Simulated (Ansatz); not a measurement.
**Nudged elastic band run: C₆₂N, charge +1**

Input:

```yaml
crystal:
  lattice:
    - [7.14, 0.0, 0.0]
    - [0.0, 7.14, 0.0]
    - [0.0, 0.0, 7.14]
  atoms:
    - { symbol: C, position: [0.50028217, 0.00091238, 0.00058219] }
    - { symbol: C, position: [0.62484515, 0.12549715, 0.12629473] }
    - { symbol: C, position: [0.74997627, 0.25061648, 0.00213492] }
    - { symbol: C, position: [0.87497216, 0.37560959, 0.12664072] }
    - { symbol: C, position: [0.74686337, 0.00112299, 0.25290243] }
    - { symbol: C, position: [0.87175729, 0.12463475, 0.3798324] }
    - { symbol: C, position: [0.00105599, -8.164e-05, 0.002081] }
    - { symbol: C, position: [0.12453817, 0.12491052, 0.12555058] }
    - { symbol: C, position: [0.24978876, 0.25128891, 0.00153235] }
    - { symbol: C, position: [0.37520042, 0.37434465, 0.1267349] }
    - { symbol: C, position: [0.49927928, 0.50170742, 0.00208948] }
    - { symbol: C, position: [0.6242891, 0.62516594, 0.12555138] }
    - { symbol: C, position: [0.75064839, 0.75042782, 0.00151477] }
    - { symbol: C, position: [0.87372267, 0.87582843, 0.12672383] }
    - { symbol: C, position: [0.24803402, -0.00083133, 0.24900242] }
    - { symbol: C, position: [0.37449931, 0.11919823, 0.37559293] }
    - { symbol: C, position: [0.50051441, 0.2475068, 0.25290394] }
    - { symbol: C, position: [0.6239785, 0.37235383, 0.37986415] }
    - { symbol: C, position: [0.75065794, 0.50111647, 0.25080959] }
    - { symbol: C, position: [0.87372296, 0.6263494, 0.37621715] }
    - { symbol: "N", position: [0.48887547, -0.01056549, 0.48982295] }
    - { symbol: C, position: [0.76161668, 0.26220955, 0.49516866] }
    - { symbol: C, position: [0.87445943, 0.3750757, 0.62736415] }
    - { symbol: C, position: [0.76166956, -0.00526188, 0.76260894] }
    - { symbol: C, position: [0.87445352, 0.12697563, 0.87544918] }
    - { symbol: C, position: [7.097e-05, 0.50069661, 0.0010981] }
    - { symbol: C, position: [0.12468828, 0.62531612, 0.12569909] }
    - { symbol: C, position: [0.24981812, 0.75045898, 2.765e-05] }
    - { symbol: C, position: [0.37433063, 0.87495862, 0.12436505] }
    - { symbol: C, position: [0.00049746, 0.25128533, 0.25081868] }
    - { symbol: C, position: [0.1257419, 0.3743375, 0.3762188] }
    - { symbol: C, position: [0.24981695, 0.4996691, 0.25083953] }
    - { symbol: C, position: [0.37433929, 0.62398916, 0.37534111] }
    - { symbol: C, position: [0.49854891, 0.7486227, 0.24900544] }
    - { symbol: C, position: [0.61858963, 0.87511429, 0.37552277] }
    - { symbol: C, position: [-0.00047809, 0.00088238, 0.5012689] }
    - { symbol: C, position: [0.12526806, 0.12545911, 0.62586272] }
    - { symbol: C, position: [0.25186376, 0.24752172, 0.50154349] }
    - { symbol: C, position: [0.37883978, 0.37238904, 0.62499051] }
    - { symbol: C, position: [0.50026279, 0.50018227, 0.50128575] }
    - { symbol: C, position: [0.62484034, 0.62588598, 0.62588412] }
    - { symbol: C, position: [0.746867, 0.75251465, 0.50150624] }
    - { symbol: C, position: [0.87174997, 0.87947662, 0.62499178] }
    - { symbol: C, position: [0.25185575, 0.00119368, 0.74790842] }
    - { symbol: C, position: [0.3788651, 0.12459906, 0.87274846] }
    - { symbol: C, position: [0.49404466, 0.26232427, 0.76268482] }
    - { symbol: C, position: [0.62634798, 0.3750863, 0.87546288] }
    - { symbol: C, position: [0.74998105, 0.5017621, 0.75099444] }
    - { symbol: C, position: [0.87497225, 0.6262717, 0.87599011] }
    - { symbol: C, position: [-0.00093363, 0.75044891, 0.25083611] }
    - { symbol: C, position: [0.12340937, 0.87498291, 0.37536323] }
    - { symbol: C, position: [0.00105882, 0.50169296, 0.5002941] }
    - { symbol: C, position: [0.1245423, 0.6251706, 0.62527947] }
    - { symbol: C, position: [0.24803383, 0.74861998, 0.49957231] }
    - { symbol: C, position: [0.3745121, 0.87521017, 0.61959645] }
    - { symbol: C, position: [0.00114978, 0.25061171, 0.75098638] }
    - { symbol: C, position: [0.12562965, 0.37560564, 0.87599005] }
    - { symbol: C, position: [0.24978752, 0.50113235, 0.7516841] }
    - { symbol: C, position: [0.37520833, 0.6263409, 0.87473849] }
    - { symbol: C, position: [0.50052514, 0.75250242, 0.74788283] }
    - { symbol: C, position: [0.62395278, 0.87951146, 0.87270619] }
    - { symbol: C, position: [0.00049825, 0.7504249, 0.75168264] }
    - { symbol: C, position: [0.12572834, 0.87584457, 0.87472863] }
total_charge: 1
basis:
  ecutwfc: 420.0
kpoints:
  mp_grid: { grid: [2, 2, 2] }
hamiltonian:
  xc: pbesol
  pseudopotentials: { kind: paw, azcp: { folder: soft_1 } }
scf:
  occupations: { method: fermi_dirac, width: 0.02 }
  lower_state_search: "off"
neb:
  images: 5
  f_tol: 0.05
  initial_path: idpp
  max_iterations: 70
  final_atoms:
    - { symbol: C, position: [0.49997627, -2.373e-05, -0.0004185] }
    - { symbol: C, position: [0.62455326, 0.12455326, 0.12528126] }
    - { symbol: C, position: [0.75049001, 0.25049001, 0.00145542] }
    - { symbol: C, position: [0.87499476, 0.37499476, 0.12582496] }
    - { symbol: C, position: [0.74599846, 0.00084182, 0.25310037] }
    - { symbol: C, position: [0.87293513, 0.12427689, 0.37798342] }
    - { symbol: C, position: [0.00029254, 0.00053541, 0.00029254] }
    - { symbol: C, position: [0.1237595, 0.12553461, 0.1237595] }
    - { symbol: C, position: [0.25113707, 0.24962532, -0.00088078] }
    - { symbol: C, position: [0.37419816, 0.37503907, 0.12433763] }
    - { symbol: C, position: [0.50053541, 0.50029254, 0.00029254] }
    - { symbol: C, position: [0.62553461, 0.6237595, 0.1237595] }
    - { symbol: C, position: [0.74962532, 0.75113707, -0.00088078] }
    - { symbol: C, position: [0.87503907, 0.87419816, 0.12433763] }
    - { symbol: C, position: [0.25040605, -0.00150069, 0.25040605] }
    - { symbol: C, position: [0.36315496, 0.13082665, 0.36315496] }
    - { symbol: C, position: [0.50084182, 0.24599846, 0.25310037] }
    - { symbol: C, position: [0.62427689, 0.37293513, 0.37798342] }
    - { symbol: C, position: [0.74962532, 0.49911922, 0.25113707] }
    - { symbol: C, position: [0.87503907, 0.62433763, 0.37419816] }
    - { symbol: "N", position: [0.63599072, 0.13599072, 0.63599072] }
    - { symbol: C, position: [0.75028182, 0.25028182, 0.50620529] }
    - { symbol: C, position: [0.87680288, 0.37680288, 0.62624893] }
    - { symbol: C, position: [0.75028182, 0.00620529, 0.75028182] }
    - { symbol: C, position: [0.87680288, 0.12624893, 0.87680288] }
    - { symbol: C, position: [0.00016018, 0.50016018, 0.00016018] }
    - { symbol: C, position: [0.12477937, 0.62477937, 0.12477937] }
    - { symbol: C, position: [0.24988575, 0.74988575, -0.00076859] }
    - { symbol: C, position: [0.37486953, 0.87486953, 0.12372518] }
    - { symbol: C, position: [-0.00088078, 0.24962532, 0.25113707] }
    - { symbol: C, position: [0.12433763, 0.37503907, 0.37419816] }
    - { symbol: C, position: [0.24988575, 0.49923141, 0.24988575] }
    - { symbol: C, position: [0.37486953, 0.62372518, 0.37486953] }
    - { symbol: C, position: [0.49849931, 0.75040605, 0.25040605] }
    - { symbol: C, position: [0.63082665, 0.86315496, 0.36315496] }
    - { symbol: C, position: [-0.0004185, -2.373e-05, 0.49997627] }
    - { symbol: C, position: [0.12528126, 0.12455326, 0.62455326] }
    - { symbol: C, position: [0.25310037, 0.24599846, 0.50084182] }
    - { symbol: C, position: [0.37798342, 0.37293513, 0.62427689] }
    - { symbol: C, position: [0.49997627, 0.4995815, 0.49997627] }
    - { symbol: C, position: [0.62455326, 0.62528126, 0.62455326] }
    - { symbol: C, position: [0.74599846, 0.75310037, 0.50084182] }
    - { symbol: C, position: [0.87293513, 0.87798342, 0.62427689] }
    - { symbol: C, position: [0.25310037, 0.00084182, 0.74599846] }
    - { symbol: C, position: [0.37798342, 0.12427689, 0.87293513] }
    - { symbol: C, position: [0.50620529, 0.25028182, 0.75028182] }
    - { symbol: C, position: [0.62624893, 0.37680288, 0.87680288] }
    - { symbol: C, position: [0.75049001, 0.50145542, 0.75049001] }
    - { symbol: C, position: [0.87499476, 0.62582496, 0.87499476] }
    - { symbol: C, position: [-0.00076859, 0.74988575, 0.24988575] }
    - { symbol: C, position: [0.12372518, 0.87486953, 0.37486953] }
    - { symbol: C, position: [0.00029254, 0.50029254, 0.50053541] }
    - { symbol: C, position: [0.1237595, 0.6237595, 0.62553461] }
    - { symbol: C, position: [0.25040605, 0.75040605, 0.49849931] }
    - { symbol: C, position: [0.36315496, 0.86315496, 0.63082665] }
    - { symbol: C, position: [0.00145542, 0.25049001, 0.75049001] }
    - { symbol: C, position: [0.12582496, 0.37499476, 0.87499476] }
    - { symbol: C, position: [0.25113707, 0.49911922, 0.74962532] }
    - { symbol: C, position: [0.37419816, 0.62433763, 0.87503907] }
    - { symbol: C, position: [0.50084182, 0.75310037, 0.74599846] }
    - { symbol: C, position: [0.62427689, 0.87798342, 0.87293513] }
    - { symbol: C, position: [-0.00088078, 0.75113707, 0.74962532] }
    - { symbol: C, position: [0.12433763, 0.87419816, 0.87503907] }
  order_check: true
```

Launched with:

```bash
$ ansatz run input.yaml --threads 4 --pin off --max-ram 10240MiB --backend cpu --events-out ev --progress --plain --runs-dir out
```

Output, in part (warnings, iteration lines):

```
NEB end point (image 0): max|allowed force component| = 2.062e-2 eV/Å (the criterion of neb.relax_end_points is 1.000e-2)
NEB end point (image 6): max|allowed force component| = 9.510e-3 eV/Å (the criterion of neb.relax_end_points is 1.000e-2)
NEB iter   1: max|band force component| = 2.180e0 eV/Å  barrier→ = 5.5596 eV  barrier← = 5.5597 eV  Δτ_max = 0.1252 Å  (54 SCF iters)
NEB iter   2: max|band force component| = 8.290e-1 eV/Å  barrier→ = 4.8460 eV  barrier← = 4.8461 eV  Δτ_max = 0.0413 Å  (31 SCF iters)
NEB iter   3: max|band force component| = 2.657e-1 eV/Å  barrier→ = 4.7127 eV  barrier← = 4.7127 eV  CI = image 3  Δτ_max = 0.0178 Å  (31 SCF iters)
NEB iter   4: max|band force component| = 2.723e-1 eV/Å  barrier→ = 4.6824 eV  barrier← = 4.6824 eV  CI = image 3  Δτ_max = 0.0089 Å  (30 SCF iters)
NEB iter   5: max|band force component| = 2.617e-1 eV/Å  barrier→ = 4.6757 eV  barrier← = 4.6757 eV  CI = image 3  Δτ_max = 0.0178 Å  (30 SCF iters)
NEB iter   6: max|band force component| = 2.655e-1 eV/Å  barrier→ = 4.6620 eV  barrier← = 4.6621 eV  CI = image 3  Δτ_max = 0.0357 Å  (30 SCF iters)
NEB iter   7: max|band force component| = 2.765e-1 eV/Å  barrier→ = 4.6354 eV  barrier← = 4.6355 eV  CI = image 3  Δτ_max = 0.0715 Å  (31 SCF iters)
NEB iter   8: max|band force component| = 1.916e-1 eV/Å  barrier→ = 4.6011 eV  barrier← = 4.6012 eV  CI = image 3  Δτ_max = 0.0112 Å  (33 SCF iters)
NEB iter   9: max|band force component| = 7.069e-2 eV/Å  barrier→ = 4.5990 eV  barrier← = 4.5990 eV  CI = image 3  Δτ_max = 0.0099 Å  (30 SCF iters)
NEB iter  10: max|band force component| = 6.795e-2 eV/Å  barrier→ = 4.5974 eV  barrier← = 4.5975 eV  CI = image 3  Δτ_max = 0.0199 Å  (31 SCF iters)
NEB iter  11: max|band force component| = 6.900e-2 eV/Å  barrier→ = 4.5939 eV  barrier← = 4.5940 eV  CI = image 3  Δτ_max = 0.0192 Å  (31 SCF iters)
NEB iter  12: max|band force component| = 4.885e-2 eV/Å  barrier→ = 4.5912 eV  barrier← = 4.5913 eV  CI = image 3  Δτ_max = 0.0122 Å  (31 SCF iters)
NEB iter  13: max|band force component| = 1.922e-1 eV/Å  barrier→ = 4.5900 eV  barrier← = 4.5900 eV  CI = image 3  Δτ_max = 0.0159 Å  (7 SCF iters)
NEB iter  14: max|band force component| = 1.303e-2 eV/Å  barrier→ = 4.5897 eV  barrier← = 4.5897 eV  CI = image 3  CI's point: of a kind that is not told: the force calls were inconclusive, a negative curvature could not be distinguished from the path's own, the only one lies far off the path, or fixed occupations may fill a level only in part  Δτ_max = 0.0000 Å  (313 SCF iters)
```

The forces met the threshold. The band force fell under the threshold earlier too, but the program's further tests of the path sent the band on. Neighbouring images differ by up to 2.4 eV, so the band resolves the path poorly. By the program's own check the climbing image is of a kind that is not told: the force calls were inconclusive, a negative curvature could not be distinguished from the path's own, the only one lies far off the path, or fixed occupations may fill a level only in part (lowest curvatures found: -23.99 and 3.47 eV/Å²). Limits of this set-up: coarse k mesh, PAW files made for another functional, charged cell in a uniform background, uncorrected.

Final band (atoms are numbered from 1 in the order of the input):

```csv
image,path coordinate (Å),energy (eV),C16–N21 (Å),N21–C35 (Å),N21–C55 (Å)
0,0.00,0.00,1.48,1.48,1.48
1,0.37,1.00,1.51,1.70,1.56
2,0.74,3.39,1.56,2.04,1.73
3,1.11,4.59,1.70,2.32,2.03
4,1.48,3.38,2.04,2.47,2.32
5,1.85,1.00,2.42,2.61,2.55
6,2.22,0.00,2.76,2.76,2.76
```

Run time: 20 min on 4 threads of Arm Neoverse V2, on a shared host, peak memory 3.9 GiB.
